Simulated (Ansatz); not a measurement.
# AlNi (Pm-3m) in Ansatz: a series of runs

One crystal, AlNi, is run at these levels: PBEsol; tasks: single point.

All numbers are computed with Ansatz 0.2.0; they aren't measurements. Logs are shortened: lines on timing, memory, paths and dates and some standing lists are left out, and cuts for length are marked.

### 1 The crystal as given

It takes space group Pm-3m (No. 221, cubic). The conventional cell has a = 2.881 Å, b = 2.881 Å, c = 2.881 Å, α = 90.00°, β = 90.00°, γ = 90.00°. Around Ni (site symmetry m-3m) lie 8 Al at 2.50 Å. Al (site symmetry m-3m) has 8 Ni at 2.50 Å as nearest neighbours.

### 2 Single point, PBEsol, collinear spin, ferromagnetic start

The input, input.yaml:

```yaml
crystal:
  lattice:
    - [2.881, 0.0, 0.0]
    - [0.0, 2.881, 0.0]
    - [0.0, 0.0, 2.881]
  atoms:
    - { symbol: Ni, position: [0.5, 0.5, 0.5], spin: 0.8 }
    - { symbol: Al, position: [0.0, 0.0, 0.0] }
hamiltonian:
  xc: pbesol
  pseudopotentials: { kind: paw }
magnetization:
  spin_polarized: true
  initial_magnetization: 0.8
  spin_locking: { lock_magnetization: hard }
kpoints:
  mp_grid: { grid: [8, 8, 8] }
scf:
  occupations: { method: fermi_dirac, width: 0.05 }
  lower_state_search: "off"
output:
  forces: true
  stress: true
  eigenvalues: true
```

Potentials or basis: Ansatz PAW.

Run with:

```
> ansatz run input.yaml --threads 2 --pin off --max-ram 5632MiB --backend cpu --events-out ev --progress --plain --runs-dir out
```

What it wrote:

```text
Warning: output.stress: scf.convergence.dr2_threshold = 1e-7 eV (the SCF's general default) is looser than the 2e-10 eV advised for a printed stress (1e-10 eV for each atom of the cell: 2). What an SCF threshold leaves in a stress goes as its square root, and in the free energy as the threshold itself, and one threshold admits the most on a small cell: of the crystals measured, under no hybrid functional and no lock of the moments, on runs that ended without the residual-converged pass, on stresses that held no estimate of that error, the worst erred by over 100 MPa in a component at 1e-7 eV an atom and by under 5 at 1e-10. Set scf.convergence.dr2_threshold to 2e-10 eV or tighter. The threshold is an SCF's pass mark: one that does not reach it within its budget of iterations ends unconverged, or closes short of it on a stop that the run arms, and scf.convergence.dr2_threshold's page says what that costs each kind of run
Warning: RAYON_NUM_THREADS=2 ignored (pool sized by the plan → 2); use --threads N
Engine: ansatz 0.2.0, aarch64-unknown-linux-gnu
Pseudopotentials: kind: paw
Pseudopotential: Ni, paw, valence charge 18, recommended cutoff 420 eV (normal), Ni.paw.azcp
Pseudopotential: Al, paw, valence charge 3, recommended cutoff 420 eV (normal), Al.paw.azcp
Functional definition: PBEsol
  exchange = pbesol_x
  correlation = pbesol_c
Crystal: 2 atoms, lattice volume = 23.913 Å³
Basis set: ecut = 420 eV, 461 PW (Γ), exchange–correlation on 40×40×40 points (8 copies of the dense FFT grid, shifted against one another)
Bands: 15, of which v1, the nominal top of the filled ones, is band 11 counted from 1 (10 counted from 0)
Symmetry: 48 space group operations
Space group: Pm-3m (ITA 221), of the structure as read, at distance tolerance 2.9e-5 Å
Magnetic group: BNS 221.92 (UNI 1594), of the structure as read, at distance tolerance 2.9e-5 Å
k-points: 35 of 512
Non-local potential: Ni, projectors of the file, l = 0: 3, l = 1: 2, l = 2: 3, l = 3: 1
Non-local potential: Al, projectors of the file, l = 0: 2, l = 1: 2, l = 2: 1
PAW form: soft (Blöchl's): semilocal exchange-correlation on the pseudo side does not see the compensation charge
PAW frozen core: Ni, regenerated for the run's functional, and the local potential with it (the file was generated under x = pbe(κ = 0.804, μ = 0.2195149727645171), c = pbe(β = 0.06672455060314922))
PAW frozen core: Al, regenerated for the run's functional, and the local potential with it (the file was generated under x = pbe(κ = 0.804, μ = 0.2195149727645171), c = pbe(β = 0.06672455060314922))
PAW one-centre angular grid: Ni, 590 points (default); XC on 64 Gauss nodes
PAW one-centre angular grid: Al, 110 points (default); XC on 64 Gauss nodes
Initial density: superposition of atomic densities (chi_scale 0.1, normalization cell)
Starting moments: Σ|m| = 0.8 μB on 1 of 2 sites
Initial wavefunctions: pseudopotential atomic-orbital guess
Functional: x = pbesol(κ = 0.804, μ = 0.12345679012345678), c = pbesol(β = 0.046)
SCF iter   1: F=—  HF=-6330.818966 eV  |F-HF|=—  |Δ(HF+E_count)|=         —  Δρ=6.10e-2 (↑2.11e-2 ↓6.10e-2)  dr2=1.50e0  dr2_m=1.10e-1  M=0.800 μB ∫|m|=0.800 μB  β_m=0.30  ethr=3.10e-3  ⟨swp⟩=4.4  Hψ=4790  notcnv=0
preconditioner: auto → none  [metal: Δε(μ)=0.100 eV  Ē_g=9.670 eV  σ=0.050 eV  W_gap=0.46  n_scr=6 (ndim 8)  ℏωp=27.4 eV  f_vac=0.000  D(μ)=0.92/eV (n_scr^D=6)  sad-step TF]
SCF iter   2: F=—  HF=-6330.690655 eV  |F-HF|=—  |Δ(HF+E_count)|=   1.28e-1  Δρ=1.95e-2 (↑1.95e-2 ↓1.82e-2)  dr2=2.39e-1  dr2_m=2.97e-2  M=0.800 μB ∫|m|=0.800 μB  β_m=0.33  ethr=3.10e-3  ⟨swp⟩=2.8  Hψ=2213  notcnv=0  defer=20
SCF iter   3: F=—  HF=-6330.589400 eV  |F-HF|=—  |Δ(HF+E_count)|=   1.01e-1  Δρ=1.60e-2 (↑7.80e-3 ↓1.60e-2)  dr2=1.15e-1  dr2_m=1.69e-2  M=0.800 μB ∫|m|=0.800 μB  β_m=0.52  ethr=1.14e-3  ⟨swp⟩=3.0  Hψ=1805  notcnv=0  defer=20
SCF iter   4: F=—  HF=-6330.542021 eV  |F-HF|=—  |Δ(HF+E_count)|=   4.74e-2  Δρ=3.28e-3 (↑3.28e-3 ↓2.70e-3)  dr2=5.33e-3  dr2_m=3.27e-4  M=0.800 μB ∫|m|=0.800 μB  β_m=0.76  ethr=5.49e-4  ⟨swp⟩=2.1  Hψ=1763  notcnv=0  defer=20
SCF iter   5: F=—  HF=-6330.542344 eV  |F-HF|=—  |Δ(HF+E_count)|=   3.23e-4  Δρ=1.66e-3 (↑9.97e-4 ↓1.66e-3)  dr2=1.27e-3  dr2_m=2.49e-5  M=0.800 μB ∫|m|=0.800 μB  β_m=0.70  ethr=2.54e-5  ⟨swp⟩=2.6  Hψ=2072  notcnv=0  defer=19
SCF iter   6: F=—  HF=-6330.542193 eV  |F-HF|=—  |Δ(HF+E_count)|=   1.51e-4  Δρ=2.27e-4 (↑1.10e-4 ↓2.27e-4)  dr2=2.00e-5  dr2_m=1.00e-6  M=0.800 μB ∫|m|=0.800 μB  β_m=0.82  ethr=6.04e-6  ⟨swp⟩=1.1  Hψ=1067  notcnv=0  defer=19
SCF iter   7: F=—  HF=-6330.542192 eV  |F-HF|=—  |Δ(HF+E_count)|=   8.18e-7  Δρ=5.66e-5 (↑3.21e-5 ↓5.66e-5)  dr2=1.29e-6  dr2_m=5.00e-8  M=0.800 μB ∫|m|=0.800 μB  β_m=0.81  ethr=9.55e-8  ⟨swp⟩=1.5  Hψ=1177  notcnv=0  defer=19
SCF iter   8: F=—  HF=-6330.542192 eV  |F-HF|=—  |Δ(HF+E_count)|=   4.92e-8  Δρ=1.99e-5 (↑1.37e-5 ↓1.99e-5)  dr2=1.88e-7  dr2_m=2.68e-9  M=0.800 μB ∫|m|=0.800 μB  β_m=0.77  ethr=6.16e-9  ⟨swp⟩=1.1  Hψ=1053  notcnv=0  defer=19
SCF iter   9: F=-6330.542192 eV  HF=-6330.542192 eV  |F-HF|=1.73e-10  |Δ(HF+E_count)|=   1.97e-8  Δρ=8.50e-7 (↑8.50e-7 ↓4.33e-7)  dr2=1.83e-10  dr2_m=2.74e-11  M=0.800 μB ∫|m|=0.800 μB  ethr=4.76e-10  ⟨swp⟩=4.6  Hψ=3193  notcnv=0
SCF 1 converged in 9 iterations: F = -6330.542192 eV  dr2 = 1.83e-10
SCF converged after 9 iterations
Stability checked in part: among states of this total moment the steps that led to this state did not find it unstable. No probe was made; neither looks for a lower state of another moment (fixed_total_moment; see scf.lower_state_search)
Magnetization: 0.8000 μB (10.9000 up, 10.1000 down)
Absolute magnetization: 0.8000 μB (∫|ρ↑−ρ↓|, with the PAW one-centre terms)
Spin contamination: 0.0017 ħ² per cell (⟨S²⟩ above its minimum at these occupations)
Per-site moments (μB) at R_I (Å): [(0.5793617607350273, 1.0291954151749743), (0.07835833504218186, 1.0291954151749743)]
Free energy (F): -6330.542192 eV
Harris-Foulkes:  -6330.542192 eV  (|F-HF|=1.73e-10)
Internal energy: -6330.532388 eV  (E = F + TS)
E sigma→0 (E₀):  -6330.537290 eV
Entropy (-TS):   -0.009804 eV (-4.902 meV/atom)
Fermi energy:    14.148671 (↑ 14.938933, ↓ 13.358409) eV
--- Per-component energies (eV) ---
  E_band       = -341.299595
  E_kinetic    = 310.560065
  E_local      = -4439.981725  (includes V_loc(G=0)·N_el)
  E_nonlocal   = 647.527474
  E_hartree    = 1905.832094
  E_xc         = -125.589373
  E_vxc        = -140.726649  (∫ρ·V_xc dr)
  E_paw        = -2051.483444  (= ΣΔE_a)
  E_vpaw       = -530.342286  (= ΣTr[D̂ρ^β])
  E_aug_tail   = 0.000468  (compensation charges beyond the density's cutoff)
  E_ewald      = -2577.614375
  E_core_change = 0.216428  (= ΣΔE_core)
  E_smearing   = -0.009804  (= −TS)
  E_closure    = 0.000000  (closes the sum)
  Σ components = -6330.542192   (vs F -6330.542192, Δ=0.00e0)
--- Forces (eV/Å), atoms counted from 1 ---
  atom   1  Ni     0.00000000     0.00000000    -0.00000000
  atom   2  Al    -0.00000000    -0.00000000    -0.00000000
  max |Σ_I F_I| component: 1.34e-28 eV/Å
--- Stress (GPa, compression-positive) ---
       -0.865477       0.000000      -0.000000
        0.000000      -0.865477       0.000000
        0.000000       0.000000      -0.865477
  P = ⅓ Tr σ = -0.8655 GPa (-8.655 kbar)
--- Band table (eV; the first three rows and the last of 70) ---
  k-point 0 ↑: bands = ["-89.7437", "-50.2767", "-50.2767", "-50.2767", "2.5837", "10.0883", "10.0883", "11.8850", "11.8850", "11.8850", "19.2101", "19.2101", "19.2101", "21.7446", "21.7446"]
  k-point 1 ↑: bands = ["-89.7435", "-50.2800", "-50.2765", "-50.2765", "2.8710", "10.0756", "10.1486", "11.7716", "11.7716", "11.8975", "16.9684", "19.5791", "19.5791", "21.7751", "23.6284"]
  k-point 2 ↑: bands = ["-89.7430", "-50.2881", "-50.2759", "-50.2759", "3.7193", "9.8214", "10.2982", "11.5203", "11.5203", "11.9277", "14.3357", "20.6018", "20.6018", "21.8603", "25.3216"]
  k-point 34 ↓: bands = ["-89.0989", "-49.6704", "-49.6704", "-49.6704", "9.7933", "9.7933", "9.7933", "13.0364", "13.0364", "15.8939", "15.8939", "15.8939", "17.7329", "18.4268", "18.4268"]
```

It took 1.1 s on 2 threads of Arm Neoverse V1, shared host; peak memory 0.27 GiB.

Results:

```
Free energy     : -6330.5422 eV
Pressure        : -0.9 GPa
Net moment      : 0.80 μB per cell
Absolute moment : 0.80 μB per cell
Site moments    : Ni +0.58; Al +0.08 μB
```

Caveat: the total moment is fixed, so each spin has its own Fermi level; the PAW data sets come from PBE, with cores solved anew for the run's functional, which leaves a small shift of forces and pressure; the thresholds are loose for stress.

### 3 Single point, PBEsol, collinear spin, ferromagnetic start

input.yaml, as its differences from that of step 2:

```diff
@@ -6,3 +6,3 @@
   atoms:
-    - { symbol: Ni, position: [0.5, 0.5, 0.5], spin: 0.8 }
+    - { symbol: Ni, position: [0.5, 0.5, 0.5], spin: 1.0 }
     - { symbol: Al, position: [0.0, 0.0, 0.0] }
@@ -13,3 +13,3 @@
   spin_polarized: true
-  initial_magnetization: 0.8
+  initial_magnetization: 1.0
   spin_locking: { lock_magnetization: hard }
```

Potentials or basis: Ansatz PAW.

Run with:

```
> ansatz run input.yaml --threads 2 --pin off --max-ram 5632MiB --backend cpu --events-out ev --progress --plain --runs-dir out
```

It took 1.4 s on 2 threads of Arm Neoverse V1, shared host; peak memory 0.27 GiB.

Results (log left out):

* Free energy: -6330.3453 eV
* Pressure: 0.5 GPa
* Net moment: 1.00 μB per cell
* Absolute moment: 1.00 μB per cell
* Site moments: Ni +0.71; Al +0.10 μB

Caveat: the total moment is fixed, so each spin has its own Fermi level; the PAW data sets come from PBE, with cores solved anew for the run's functional, which leaves a small shift of forces and pressure; the thresholds are loose for stress.

### 4 Single point, PBEsol, collinear spin, ferromagnetic start

input.yaml, as its differences from that of step 3:

```diff
@@ -6,3 +6,3 @@
   atoms:
-    - { symbol: Ni, position: [0.5, 0.5, 0.5], spin: 1.0 }
+    - { symbol: Ni, position: [0.5, 0.5, 0.5], spin: 1.2 }
     - { symbol: Al, position: [0.0, 0.0, 0.0] }
@@ -13,3 +13,3 @@
   spin_polarized: true
-  initial_magnetization: 1.0
+  initial_magnetization: 1.2
   spin_locking: { lock_magnetization: hard }
@@ -24 +24,5 @@
   eigenvalues: true
+  write_density: true
+  write_potential: true
+  elf: true
+  volumetric_format: npy
```

Run with:

```
> ansatz run input.yaml --threads 2 --pin off --max-ram 5632MiB --backend cpu --events-out ev --progress --plain --runs-dir out
```

It took 1.7 s on 2 threads of Arm Neoverse V1, shared host; peak memory 0.28 GiB.

It converged, with:

| Item | Value |
| --- | --- |
| Free energy | -6330.0962 eV |
| Pressure | 2.6 GPa |
| Net moment | 1.20 μB per cell |
| Absolute moment | 1.20 μB per cell |
| Site moments | Ni +0.85; Al +0.12 μB |

Caveat: the total moment is fixed, so each spin has its own Fermi level; the PAW data sets come from PBE, with cores solved anew for the run's functional, which leaves a small shift of forces and pressure; the thresholds are loose for stress.

(Part 1 of 2 ends here.)
